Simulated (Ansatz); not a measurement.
Runs of Ansatz 0.2.0 on Sc. The structure is hexagonal, space group P6_3/mmc (No. 194). Conventional cell: a = 3.309 Å, b = 3.309 Å, c = 5.273 Å, α = 90.00°, β = 90.00°, γ = 120.00°. Sc (site symmetry -6m2) has 12 Sc at 3.26 to 3.31 Å as nearest neighbours. 

```csv
level,gap on the mesh (eV),pressure (GPa),relaxed volume (Å³/atom)
PBE,none,0.0,24.68
PBE+D4,none,0.0,(a)
PBE+D3(BJ),none,0.0,23.50
PBE+D3(BJ)-ATM,none,0.0,23.64
```

Alike in all rows: task relaxation of cell and atoms; potentials or basis Ansatz PAW; no spin polarisation; cell relaxed; k mesh 9 × 9 × 5; cutoff (eV) 420; smearing fermi-dirac 0.05 eV.

Fill in the values left out.

(a) 23.91.

Caveats: the plane-wave basis is chosen anew once the cell has moved, so the energies of steps on either side of that aren't comparable; pairwise dispersion overbinds metals, which lowers pressure and volume (some runs).

A gap of «none» marks a metal or a gap under the smearing width.
